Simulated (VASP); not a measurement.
# IrO2 (P4_2/mnm) in VASP: further runs

The runs below take IrO2 through single point, with PBEsol+U.

Everything below comes from runs of VASP 6.6.1. Logs are shortened: lines on timing, memory, paths and dates and some standing lists are left out, and cuts for length are marked.

## Step 1: Starting point

It takes space group P4_2/mnm (No. 136, tetragonal). Conventional cell: a = 4.499 Å, b = 4.499 Å, c = 3.146 Å, α = 90.00°, β = 90.00°, γ = 90.00°. Ir (site symmetry mmm) is surrounded by 6 O at 1.98 Å. O (site symmetry m2m) has 3 Ir at 1.98 Å as nearest neighbours.

## Step 2: Single point, PBEsol+U, collinear spin, ferromagnetic start

The input, INCAR:

```
PREC = Accurate
ENCUT = 520
EDIFF = 1E-6
ISMEAR = 0
SIGMA = 0.05
LREAL = False
LASPH = True
NELM = 100
ALGO = Fast
ISIF = 2
LWAVE = False
LCHARG = False
ISPIN = 2
MAGMOM = 0.6 0.6 0 0 0 0
LORBIT = 11
LMAXMIX = 4
LDAU = True
LDAUTYPE = 2
LDAUL = 2 -1
LDAUU = 2 0
LDAUJ = 0 0
LDAUPRINT = 1
GGA = PS
```

The input, KPOINTS:

```
Automatic mesh
0
Gamma
  5 5 7
```

The input, POSCAR:

```
IrO2
1.0
    4.4990002600      0.0000000000      0.0000000000
    0.0000000000      4.4990002600      0.0000000000
    0.0000000000      0.0000000000      3.1460001800
Ir O
2 4
Direct
    0.0000000000      0.0000000000      0.0000000000
    0.5000000000      0.5000000000      0.5000000000
    0.3110000000      0.3110000000      0.0000000000
    0.1890000000      0.8110000000      0.5000000000
    0.6890000000      0.6890000000      0.0000000000
    0.8110000000      0.1890000000      0.5000000000
```

Potentials or basis: VASP PAW PBE potentials, release 64 (Ir, O).

Command:

```console
$ cat potpaw_PBE.64/Ir/POTCAR potpaw_PBE.64/O/POTCAR > POTCAR
$ mpirun -np 1 vasp_std > vasp.out
```

OUTCAR:

```text
PREC = Accurate
   ENCUT = 520
   EDIFF = 1E-6
   ISMEAR = 0
   LREAL = False
   LASPH = True
   NELM = 100
   ISIF = 2
   ISPIN = 2
   LORBIT = 11
   GGA = PS

 ion  position               nearest neighbor table
   1  0.000  0.000  0.000-   3 1.98   5 1.98   4 1.98   6 1.98   4 1.98   6 1.98
   2  0.500  0.500  0.500-   4 1.98   6 1.98   5 1.98   3 1.98   3 1.98   5 1.98
   3  0.311  0.311  0.000-   1 1.98   2 1.98   2 1.98
   4  0.189  0.811  0.500-   2 1.98   1 1.98   1 1.98
   5  0.689  0.689  0.000-   1 1.98   2 1.98   2 1.98
   6  0.811  0.189  0.500-   2 1.98   1 1.98   1 1.98

  LATTYP: Found a simple tetragonal cell.
 ALAT       =     4.4990002600
 C/A-ratio  =     0.6992665033

  Lattice vectors:

 A1 = (   4.4990002600,   0.0000000000,   0.0000000000)
 A2 = (   0.0000000000,   4.4990002600,   0.0000000000)
 A3 = (   0.0000000000,   0.0000000000,   3.1460001800)

Analysis of symmetry for initial positions (statically):
=====================================================================
 Subroutine PRICEL returns:
 Original cell was already a primitive cell.

 Routine SETGRP: Setting up the symmetry group for a
 simple tetragonal supercell.

 Subroutine GETGRP returns: Found 16 space group operations
 (whereof  8 operations were pure point group operations)
 out of a pool of 16 trial point group operations.

The static configuration has the point symmetry D_2h.
 The point group associated with its full space group is D_4h.

Analysis of symmetry for dynamics (positions and initial velocities):
=====================================================================
 Subroutine PRICEL returns:
 Original cell was already a primitive cell.

 Routine SETGRP: Setting up the symmetry group for a
 simple tetragonal supercell.

 Subroutine GETGRP returns: Found 16 space group operations
 (whereof  8 operations were pure point group operations)
 out of a pool of 16 trial point group operations.

The dynamic configuration has the point symmetry D_2h.
 The point group associated with its full space group is D_4h.

Analysis of structural, dynamic, and magnetic symmetry:
=====================================================================
 Subroutine PRICEL returns:
 Original cell was already a primitive cell.

[... 222 lines left out ...]
  o =  0.9295  v =  0.0000  0.0000  0.0000  0.0000  0.0000 -0.5732  0.0000  0.8194 -0.0000 -0.0000      0.0000  0.0000  0.0000  0.0000  0.0000  0.0000  0.0000  0.0000  0.0000  0.0000
  o =  0.9300  v = -0.5710  0.0000  0.8210  0.0000  0.0000  0.0000  0.0000  0.0000  0.0000  0.0000      0.0000  0.0000  0.0000  0.0000  0.0000  0.0000  0.0000  0.0000  0.0000  0.0000

 number of electron      42.0000009 magnetization       0.5157624

 Free energy of the ion-electron system (eV)
  ---------------------------------------------------
  ext. energy  EPLUGINS =         0.00000000
  ---------------------------------------------------
  free energy    TOTEN  =       -41.94454125 eV

  energy without entropy =      -41.94179666  energy(sigma->0) =      -41.94316896

 E-fermi :   5.8136     XC(G=0): -12.2809

 val. band max:        5.7781545969   @ k =   0.4000   0.2000   0.1429
 cond. band min:       5.8254148763   @ k =   0.4000   0.0000   0.2857
 fundamental gap:      0.0472602794
 Fermi energy:         5.8136327417

 spin component 1

 k-point     1 :       0.0000    0.0000    0.0000
  band No.  band energies     occupation
      1     -15.2035      1.00000
      2     -13.9869      1.00000
      3     -12.8154      1.00000
      4     -12.8154      1.00000
      5      -4.0421      1.00000
      6      -3.7164      1.00000
[... 685 lines left out ...]
     25       9.2115      0.00000
     26       9.8630      0.00000
 Fermi energy:         5.8136327417

 spin component 2

 k-point     1 :       0.0000    0.0000    0.0000
  band No.  band energies     occupation
      1     -15.1332      1.00000
      2     -13.9113      1.00000
      3     -12.7341      1.00000
      4     -12.7341      1.00000
      5      -4.0057      1.00000
      6      -3.6688      1.00000
[... 685 lines left out ...]
     25       9.2833      0.00000
     26       9.9310      0.00000

------------------------ aborting loop because EDIFF is reached ----------------------------------------

  FORCE on cell =-STRESS in cart. coord.  units (eV):
  Direction    XX          YY          ZZ          XY          YZ          ZX
  --------------------------------------------------------------------------------------
  -------------------------------------------------------------------------------------
  Total       -1.0516713     -1.0516713      1.2842711      0.0000000      0.0000000      0.0000000
  in kB      -26.4606094    -26.4606094     32.3129438      0.0000000      0.0000000      0.0000000
  external PRESSURE =      -6.8694250 kB  Pullay stress =       0.0000000 kB

 VOLUME and BASIS-vectors are now :
 -----------------------------------------------------------------------------
  energy-cutoff  :      520.00
  volume of cell :       63.68
      direct lattice vectors                 reciprocal lattice vectors
     4.499000260  0.000000000  0.000000000     0.222271603  0.000000000  0.000000000
     0.000000000  4.499000260  0.000000000     0.000000000  0.222271603  0.000000000
     0.000000000  0.000000000  3.146000180     0.000000000  0.000000000  0.317863936

 POSITION                                       TOTAL-FORCE (eV/Angst)
 -----------------------------------------------------------------------------------
      0.00000      0.00000      0.00000         0.000000      0.000000      0.000000
      2.24950      2.24950      1.57300         0.000000      0.000000      0.000000
      1.39919      1.39919      0.00000        -0.443962     -0.443962      0.000000
      0.85031      3.64869      1.57300         0.443962     -0.443962      0.000000
      3.09981      3.09981      0.00000         0.443962      0.443962      0.000000
      3.64869      0.85031      1.57300        -0.443962      0.443962      0.000000
 -----------------------------------------------------------------------------------
    total drift:                                0.000000      0.000000     -0.000000

  FREE ENERGIE OF THE ION-ELECTRON SYSTEM (eV)
  ---------------------------------------------------
  free  energy   TOTEN  =       -41.9445412499 eV

  energy  without entropy=      -41.9417966616  energy(sigma->0) =      -41.94316896

 total charge

# of ion       s       p       d       tot
------------------------------------------
    1        0.628   0.845   7.012   8.485
    2        0.628   0.845   7.012   8.485
    3        1.548   3.441   0.000   4.989
    4        1.548   3.441   0.000   4.989
    5        1.548   3.441   0.000   4.989
    6        1.548   3.441   0.000   4.989
--------------------------------------------------
tot          7.448  15.456  14.023  36.927

 magnetization (x)

# of ion       s       p       d       tot
------------------------------------------
    1        0.000   0.000   0.154   0.155
    2        0.000   0.000   0.154   0.155
    3        0.001   0.044   0.000   0.045
    4        0.001   0.044   0.000   0.045
    5        0.001   0.044   0.000   0.045
    6        0.001   0.044   0.000   0.045
--------------------------------------------------
tot          0.004   0.176   0.308   0.488
```

stdout:

```text
POSCAR found type information on POSCAR IrO
 POSCAR found :  2 types and       6 ions
 scaLAPACK will be used
 -----------------------------------------------------------------------------
|                                                                             |
|                                                                             |
|     You enforced a specific xc type in the INCAR file but a different       |
|     I HOPE YOU KNOW WHAT YOU ARE DOING!                                     |
|                                                                             |
 -----------------------------------------------------------------------------

 LDA part: xc-table for (Slater+PW92), standard interpolation
 POSCAR, INCAR and KPOINTS ok, starting setup
 FFT: planning ... GRIDC
 FFT: planning ... GRID_SOFT
 FFT: planning ... GRID
 WAVECAR not read
 entering main loop
```

Run time: 33 s. Hardware: 1 thread of Intel Xeon 6975P-C (Granite Rapids), shared host; peak memory 0.23 GiB.

Results:

| Item | Value |
| --- | --- |
| Free energy | -41.9445 eV |
| Pressure | -0.7 GPa |
| Largest force | 0.628 eV/Å |
| Band gap on the k mesh | none (metal or under the smearing width) |
| Net moment | 0.52 μB per cell |
| Site moments | Ir +0.15; O +0.04 μB |
| Valence electrons inside the program's atomic spheres | Ir 8.48; O 4.99 |

Forces on the atoms (eV/Å):
```
Ir   0.000  0.000  0.000
Ir   0.000  0.000  0.000
O   -0.444 -0.444  0.000
O    0.444 -0.444  0.000
O    0.444  0.444  0.000
O   -0.444  0.444  0.000
```

Eigenvalues of the final occupation matrices:
```tsv
site	spin	trace	eigenvalues
site 1 d	1	3.62	0.48 0.51 0.83 0.87 0.93
site 1 d	2	3.46	0.48 0.51 0.72 0.83 0.93
site 2 d	1	3.62	0.48 0.51 0.83 0.87 0.93
site 2 d	2	3.46	0.48 0.51 0.72 0.83 0.93
```

Caveat: the PAW data sets were made with another functional, which shifts forces and pressure a little. The run has no spin-orbit coupling, so splittings on Ir are missing.

## Step 3: Single point, PBEsol+U, collinear spin, antiferromagnetic start

INCAR, as its differences from that of step 2:

```diff
@@ -13,3 +13,3 @@
 ISPIN = 2
-MAGMOM = 0.6 0.6 0 0 0 0
+MAGMOM = 0.6 -0.6 0 0 0 0
 LORBIT = 11
```

KPOINTS is that of step 2.

POSCAR is that of step 2.

Potentials or basis: VASP PAW PBE potentials, release 64 (Ir, O).

Command:

```console
$ cat potpaw_PBE.64/Ir/POTCAR potpaw_PBE.64/O/POTCAR > POTCAR
$ mpirun -np 1 vasp_std > vasp.out
```

Wall time 33 s (1 thread of Intel Xeon 6975P-C (Granite Rapids), shared host); peak memory 0.23 GiB.

It converged, with:

| Property | Result |
| --- | --- |
| Free energy | -41.9388 eV |
| Pressure | -0.7 GPa |
| Largest force | 0.651 eV/Å |
| Band gap on the k mesh | none (metal or under the smearing width) |
| Net moment | 0.00 μB per cell |
| Site moments | Ir +0.08, -0.08; O +0.02, -0.02 μB |
| Valence electrons inside the program's atomic spheres | Ir 8.48; O 4.99 |

Forces in eV/Å, atoms in the order of the input:
```
Ir   0.000  0.000  0.000
Ir   0.000  0.000  0.000
O   -0.461 -0.461  0.000
O    0.461 -0.461  0.000
O    0.461  0.461  0.000
O   -0.461  0.461  0.000
```

Stress tensor (GPa, compression positive):
```
-2.64  0.00  0.00
 0.00 -2.64  0.00
 0.00  0.00  3.18
```

Levels at points of the mesh, in eV from the Fermi level:
Spin up:
```tsv
k point	band 17	band 18	band 19	band 20	band 21	band 22	band 23	band 24	band 25
(0.00, 0.00, 0.00)	-2.71	-2.69	-2.63	-2.42	-2.06	0.95	1.20	4.32	4.61
```
Spin down:
```tsv
k point	band 18	band 19	band 20	band 21	band 22	band 23	band 24	band 25
(0.00, 0.00, 0.00)	-2.69	-2.63	-2.42	-2.06	0.95	1.20	4.32	4.61
```

Eigenvalues of the final occupation matrices:
```
    site  spin  trace               eigenvalues
site 1 d     1   3.58  0.48 0.51 0.82 0.84 0.93
site 1 d     2   3.50  0.47 0.51 0.71 0.87 0.93
site 2 d     1   3.50  0.47 0.51 0.71 0.87 0.93
site 2 d     2   3.58  0.48 0.51 0.82 0.84 0.93
```

Caveat: the PAW data sets were made with another functional, which shifts forces and pressure a little. The state reached can hang on the start; a lower one may exist.
